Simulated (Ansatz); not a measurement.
## HfO₂: the gap under strain, fitted and tested

Plane-wave DFT in Ansatz, r2SCAN, scalar-relativistic PAW potentials, cutoff 500 eV, no spin-orbit coupling; no spin polarisation. HfO₂ in space group P4_2/nmc, a structure that wasn't matched to a measured phase. Uniaxial strain along a; b, c and atoms relaxed (conventional cell); Kohn–Sham gaps sought over the whole zone.

| strain (%) | space group | gap (eV) |
| --- | --- | --- |
| -4.5 | Pmmn | ? |
| -3.0 | Pmmn | 5.153 |
| -1.5 | Pmmn | 5.213 |
| +0.0 | P4_2/nmc | 5.265 |
| +1.5 | Pmmn | 5.203 |
| +3.0 | Pmmn | 5.143 |

Task: Fit the given gaps and predict the missing one.

Result: Next to zero the slopes are +35 meV per % on the compressed side and -41 on the stretched side. The slope drops at zero, where the strain lowers the symmetry and can split a degenerate edge, with another member setting the gap on each side, so only the side of the missing row is fitted, by a line: E_g = 5.266 +0.0373 ε eV (ε in %; scatter 2 meV). At -4.5 % this gives 5.098 eV; the run gave 5.095 eV, 3 meV away. The fit holds.

Spin-orbit coupling, left out, matters for bands of heavy elements.

Cost: about 14 core-minutes for the runs cited, on Intel Xeon Platinum 8259CL (Skylake/Cascade Lake) (shared hosts).

This form isn't the usual stable structure of the compound.